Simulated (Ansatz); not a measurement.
# CO2 (I-42d) in Ansatz: further runs, part 2 of 2

Ansatz 0.2.0. The steps go on from the part before.

**3. Relaxation of cell and atoms, RPBE+D3(BJ)**

File input.yaml:

```yaml
crystal:
  lattice:
    - [-1.974727, 1.974727, 3.014058]
    - [1.974727, -1.974727, 3.014058]
    - [1.974727, 1.974727, -3.014058]
  atoms:
    - { symbol: O, position: [0.875, 0.959798, 0.584798] }
    - { symbol: O, position: [0.375, 0.290202, 0.415202] }
    - { symbol: O, position: [0.040202, 0.625, 0.915202] }
    - { symbol: O, position: [0.709798, 0.125, 0.084798] }
    - { symbol: C, position: [0.0, 0.0, 0.0] }
    - { symbol: C, position: [0.75, 0.25, 0.5] }
hamiltonian:
  xc: rpbe
  pseudopotentials: { kind: paw }
  dispersion: d3bj
kpoints:
  mp_grid: { grid: [9, 9, 9] }
scf:
  occupations: { method: fermi_dirac, width: 0.05 }
output:
  forces: true
  stress: true
relax:
  f_tol: 0.01
  max_steps: 40
  cell: { stress_tol: 0.05 }
```

Potentials or basis: Ansatz PAW.

On the command line:

```
ansatz run input.yaml --threads 2 --pin off --max-ram 5632MiB --backend cpu --events-out ev --progress --plain --runs-dir out
```

Run time: 7.4 s. Hardware: 2 threads of AMD EPYC 9R45 (Zen 5), shared host; peak memory 0.45 GiB.

Results (log left out):

| Quantity | Value |
| --- | --- |
| Free energy | -2777.9706 eV |
| Relaxed volume | 7.73 Å³/atom |
| Relaxed cell | a = 4.087 Å, b = 4.087 Å, c = 4.087 Å, α = 122.42°, β = 122.42°, γ = 85.85° |
| Space group after relaxing (to 0.05 Å) | I-42d (No. 122) |
| Energy gained by relaxing | 1.2 meV/atom |
| Ionic steps | 7 |
| Pressure after relaxing | 0.0 GPa |
| Band gap on the k mesh | 7.83 eV |

Step by step:
| step | energy change (eV) | largest force (eV/Å) | volume (Å³) |
| --- | --- | --- | --- |
| 1 | 0.0000 | 0.1724 | 47.01 |
| 2 | -0.0091 | 0.0917 | 46.54 |
| 3 | -0.0113 | 0.0146 | 46.37 |
| 4 | -0.0111 | 0.0005 | 46.40 |
| 5 | -0.0075 | 0.0006 | 46.40 |
| 6 | -0.0078 | 0.0004 | 46.35 |
| 7 | -0.0075 | 0.0003 | 46.35 |

Final structure:
```cif
data_structure
_symmetry_space_group_name_H-M 'P 1'
_symmetry_Int_Tables_number 1
_cell_length_a 4.0865
_cell_length_b 4.0865
_cell_length_c 4.0865
_cell_angle_alpha 122.424
_cell_angle_beta 122.424
_cell_angle_gamma 85.850
_cell_volume 46.35
loop_
_atom_site_label
_atom_site_type_symbol
_atom_site_fract_x
_atom_site_fract_y
_atom_site_fract_z
_atom_site_occupancy
O1 O 0.87500 0.95608 0.58108 1
O2 O 0.37500 0.29392 0.41892 1
O3 O 0.04392 0.62500 0.91892 1
O4 O 0.70608 0.12500 0.08108 1
C1 C 0.00000 0.00000 0.00000 1
C2 C 0.75000 0.25000 0.50000 1
```

Caveat: odd divisions of the mesh miss points on the zone boundary, where band edges often lie, so the gap on the mesh can be too wide; the plane-wave basis is chosen anew once the cell has moved, so the energies of steps on either side of that aren't comparable; the pressure holds a Pulay correction of +1.0 GPa for the finite cutoff; the PAW data sets come from PBE, with cores solved anew for the run's functional, which leaves a small shift of forces and pressure.

**4. Relaxation of cell and atoms, RPBE+D4**

Changes to input.yaml since step 3:

```diff
@@ -15,3 +15,3 @@
   pseudopotentials: { kind: paw }
-  dispersion: d3bj
+  dispersion: d4
 kpoints:
```

On the command line:

```
ansatz run input.yaml --threads 2 --pin off --max-ram 5632MiB --backend cpu --events-out ev --progress --plain --runs-dir out
```

Wall time 11 s (2 threads of AMD EPYC 9R45 (Zen 5), shared host); peak memory 0.45 GiB.

Results (log left out):

| Property | Result |
| --- | --- |
| Free energy | -2778.2018 eV |
| Relaxed volume | 7.71 Å³/atom |
| Relaxed cell | a = 4.087 Å, b = 4.087 Å, c = 4.087 Å, α = 122.55°, β = 122.55°, γ = 85.64° |
| Space group after relaxing (to 0.05 Å) | I-42d (No. 122) |
| Energy gained by relaxing | 1.6 meV/atom |
| Ionic steps | 8 |
| Pressure after relaxing | 0.0 GPa |
| Band gap on the k mesh | 7.82 eV |

The path:
```
step  energy change (eV)  largest force (eV/Å)  volume (Å³)
   1              0.0000                0.2064        47.01
   2             -0.0114                0.1083        46.45
   3             -0.0138                0.0220        46.27
   4             -0.0135                0.0027        46.32
   5             -0.0136                0.0002        46.31
   6             -0.0094                0.0004        46.31
   7             -0.0097                0.0003        46.26
   8             -0.0095                0.0002        46.26
```

Final structure:
```
O C
1.0
    -1.96412    1.96412    2.99768
     1.96412   -1.96412    2.99768
     1.96412    1.96412   -2.99768
O C
4 2
Direct
  0.87500 0.95519 0.58019
  0.37500 0.29481 0.41981
  0.04481 0.62500 0.91981
  0.70519 0.12500 0.08019
  0.00000 0.00000 0.00000
  0.75000 0.25000 0.50000
```

Caveat: odd divisions of the mesh miss points on the zone boundary, where band edges often lie, so the gap on the mesh can be too wide; the plane-wave basis is chosen anew once the cell has moved, so the energies of steps on either side of that aren't comparable; the pressure holds a Pulay correction of +1.0 GPa for the finite cutoff; the PAW data sets come from PBE, with cores solved anew for the run's functional, which leaves a small shift of forces and pressure.

**5. Relaxation of cell and atoms, revPBE+D3(BJ)**

Changes to input.yaml since step 4:

```diff
@@ -13,5 +13,5 @@
 hamiltonian:
-  xc: rpbe
+  xc: revpbe
   pseudopotentials: { kind: paw }
-  dispersion: d4
+  dispersion: d3bj
 kpoints:
@@ -23,2 +23,6 @@
   stress: true
+  write_density: true
+  write_potential: true
+  elf: true
+  volumetric_format: npy
 relax:
```

On the command line:

```
ansatz run input.yaml --threads 2 --pin off --max-ram 5632MiB --backend cpu --events-out ev --progress --plain --runs-dir out
```

Run time: 8.5 s. Hardware: 2 threads of AMD EPYC 9R45 (Zen 5), shared host; peak memory 0.47 GiB.

It converged, with:

```
Free energy                            : -2774.9433 eV
Relaxed volume                         : 7.76 Å³/atom
Relaxed cell                           : a = 4.092 Å, b = 4.092 Å, c = 4.092 Å, α = 122.44°, β = 122.44°, γ = 85.83°
Space group after relaxing (to 0.05 Å) : I-42d (No. 122)
Energy gained by relaxing              : 0.7 meV/atom
Ionic steps                            : 7
Pressure after relaxing                : 0.0 GPa
Band gap on the k mesh                 : 7.80 eV, indirect (least direct gap 8.18 eV)
```

Step by step:
```csv
step,energy change (eV),largest force (eV/Å),volume (Å³)
1,0.0000,0.1322,47.01
2,-0.0057,0.0701,46.67
3,-0.0071,0.0117,46.54
4,-0.0070,0.0005,46.57
5,-0.0042,0.0007,46.57
6,-0.0045,0.0004,46.54
7,-0.0043,0.0003,46.54
```

Final structure:
```cif
data_structure
_symmetry_space_group_name_H-M 'P 1'
_symmetry_Int_Tables_number 1
_cell_length_a 4.0922
_cell_length_b 4.0922
_cell_length_c 4.0922
_cell_angle_alpha 122.438
_cell_angle_beta 122.438
_cell_angle_gamma 85.826
_cell_volume 46.54
loop_
_atom_site_label
_atom_site_type_symbol
_atom_site_fract_x
_atom_site_fract_y
_atom_site_fract_z
_atom_site_occupancy
O1 O 0.87500 0.95707 0.58207 1
O2 O 0.37500 0.29293 0.41793 1
O3 O 0.04293 0.62500 0.91793 1
O4 O 0.70707 0.12500 0.08207 1
C1 C 0.00000 0.00000 0.00000 1
C2 C 0.75000 0.25000 0.50000 1
```

Levels at points of the mesh, in eV from the valence-band top:
| k point | band 13 | band 14 | band 15 | band 16 | band 17 | band 18 | band 19 | band 20 |
| --- | --- | --- | --- | --- | --- | --- | --- | --- |
| (0.00, 0.00, 0.00) | -1.23 | -0.82 | -0.82 | -0.38 | 7.80 | 9.20 | 9.35 | 9.35 |

Caveat: odd divisions of the mesh miss points on the zone boundary, where band edges often lie, so the gap on the mesh can be too wide; the plane-wave basis is chosen anew once the cell has moved, so the energies of steps on either side of that aren't comparable; the pressure holds a Pulay correction of +1.0 GPa for the finite cutoff; the PAW data sets come from PBE, with cores solved anew for the run's functional, which leaves a small shift of forces and pressure. A k mesh can miss the band edges.

**6. Relaxation of cell and atoms, revPBE+D4**

Changes to input.yaml since step 5:

```diff
@@ -15,3 +15,3 @@
   pseudopotentials: { kind: paw }
-  dispersion: d3bj
+  dispersion: d4
 kpoints:
@@ -23,6 +23,2 @@
   stress: true
-  write_density: true
-  write_potential: true
-  elf: true
-  volumetric_format: npy
 relax:
```

Potentials or basis: Ansatz PAW.

On the command line:

```
ansatz run input.yaml --threads 2 --pin off --max-ram 5632MiB --backend cpu --events-out ev --progress --plain --runs-dir out
```

It took 11 s on 2 threads of AMD EPYC 9R45 (Zen 5), shared host; peak memory 0.45 GiB.

The run converged. Its results:

```yaml
Free_energy: -2775.5134 eV
Relaxed_volume: 7.67 Å³/atom
Relaxed_cell: a = 4.080 Å, b = 4.080 Å, c = 4.080 Å, α = 122.59°, β = 122.59°, γ = 85.57°
Space_group_after_relaxing_to_0.05_Å: I-42d (No. 122)
Energy_gained_by_relaxing: 2.1 meV/atom
Ionic_steps: 8
Pressure_after_relaxing: 0.0 GPa
Band_gap_on_the_k_mesh: 7.81 eV
```

Step by step:
| step | energy change (eV) | largest force (eV/Å) | volume (Å³) |
| --- | --- | --- | --- |
| 1 | 0.0000 | 0.1644 | 47.01 |
| 2 | -0.0156 | 0.0847 | 46.27 |
| 3 | -0.0181 | 0.0209 | 46.04 |
| 4 | -0.0181 | 0.0052 | 46.06 |
| 5 | -0.0180 | 0.0006 | 46.07 |
| 6 | -0.0125 | 0.0009 | 46.07 |
| 7 | -0.0129 | 0.0004 | 46.01 |
| 8 | -0.0125 | 0.0003 | 46.01 |

Final structure:
```
O C
1.0
    -1.95980    1.95980    2.99475
     1.95980   -1.95980    2.99475
     1.95980    1.95980   -2.99475
O C
4 2
Direct
  0.87500 0.95478 0.57978
  0.37500 0.29522 0.42022
  0.04522 0.62500 0.92022
  0.70478 0.12500 0.07978
  0.00000 0.00000 0.00000
  0.75000 0.25000 0.50000
```

Caveat: odd divisions of the mesh miss points on the zone boundary, where band edges often lie, so the gap on the mesh can be too wide; the plane-wave basis is chosen anew once the cell has moved, so the energies of steps on either side of that aren't comparable; the pressure holds a Pulay correction of +1.0 GPa for the finite cutoff; the PAW data sets come from PBE, with cores solved anew for the run's functional, which leaves a small shift of forces and pressure.

**7. Relaxation of cell and atoms, BLYP+D3(BJ)**

Changes to input.yaml since step 6:

```diff
@@ -13,5 +13,5 @@
 hamiltonian:
-  xc: revpbe
+  xc: blyp
   pseudopotentials: { kind: paw }
-  dispersion: d4
+  dispersion: d3bj
 kpoints:
```

On the command line:

```
ansatz run input.yaml --threads 2 --pin off --max-ram 5632MiB --backend cpu --events-out ev --progress --plain --runs-dir out
```

Wall time 7.8 s (2 threads of AMD EPYC 9R45 (Zen 5), shared host); peak memory 0.43 GiB.

It converged, with:

| Property | Result |
| --- | --- |
| Free energy | -2776.6231 eV |
| Relaxed volume | 7.81 Å³/atom |
| Relaxed cell | a = 4.102 Å, b = 4.102 Å, c = 4.102 Å, α = 122.46°, β = 122.46°, γ = 85.78° |
| Space group after relaxing (to 0.05 Å) | I-42d (No. 122) |
| Energy gained by relaxing | 0.3 meV/atom |
| Ionic steps | 8 |
| Pressure after relaxing | 0.0 GPa |
| Band gap on the k mesh | 7.77 eV |

The path:
| step | energy change (eV) | largest force (eV/Å) | volume (Å³) |
| --- | --- | --- | --- |
| 1 | 0.0000 | 0.1337 | 47.01 |
| 2 | -0.0026 | 0.0713 | 46.89 |
| 3 | -0.0025 | 0.0175 | 46.95 |
| 4 | -0.0034 | 0.0008 | 46.86 |
| 5 | -0.0032 | 0.0000 | 46.87 |
| 6 | -0.0018 | 0.0001 | 46.87 |
| 7 | -0.0020 | 0.0003 | 46.86 |
| 8 | -0.0019 | 0.0003 | 46.86 |

Final structure:
```
CELL_PARAMETERS angstrom
-1.97425 1.97425 3.00556
1.97425 -1.97425 3.00556
1.97425 1.97425 -3.00556
ATOMIC_POSITIONS crystal
O 0.87500 0.95800 0.58300
O 0.37500 0.29200 0.41700
O 0.04200 0.62500 0.91700
O 0.70800 0.12500 0.08300
C 0.00000 0.00000 0.00000
C 0.75000 0.25000 0.50000
```

Caveat: odd divisions of the mesh miss points on the zone boundary, where band edges often lie, so the gap on the mesh can be too wide; the plane-wave basis is chosen anew once the cell has moved, so the energies of steps on either side of that aren't comparable; the pressure holds a Pulay correction of +1.4 GPa for the finite cutoff; the PAW data sets come from PBE, with cores solved anew for the run's functional, which leaves a small shift of forces and pressure. A k mesh can miss the band edges.

**8. Summary**

| level | gap on the mesh (eV) | pressure (GPa) | relaxed volume (Å³/atom) |
| --- | --- | --- | --- |
| PBEsol+D4 | 7.68 | 0.0 | 7.52 |
| RPBE+D3(BJ) | 7.83 | 0.0 | 7.73 |
| RPBE+D4 | 7.82 | 0.0 | 7.71 |
| revPBE+D3(BJ) | 7.80 | 0.0 | 7.76 |
| revPBE+D4 | 7.81 | 0.0 | 7.67 |
| BLYP+D3(BJ) | 7.77 | 0.0 | 7.81 |

Alike in all rows: task relaxation of cell and atoms; potentials or basis Ansatz PAW; no spin polarisation; cell relaxed; k mesh 9 × 9 × 9; cutoff (eV) 420; smearing fermi-dirac 0.05 eV.

Caveats: odd divisions of the mesh miss points on the zone boundary, where band edges often lie, so the gap on the mesh can be too wide; the plane-wave basis is chosen anew once the cell has moved, so the energies of steps on either side of that aren't comparable; the PAW data sets come from PBE, with cores solved anew for the run's functional, which leaves a small shift of forces and pressure.

Absolute energies hang on the potentials; compare differences alone.
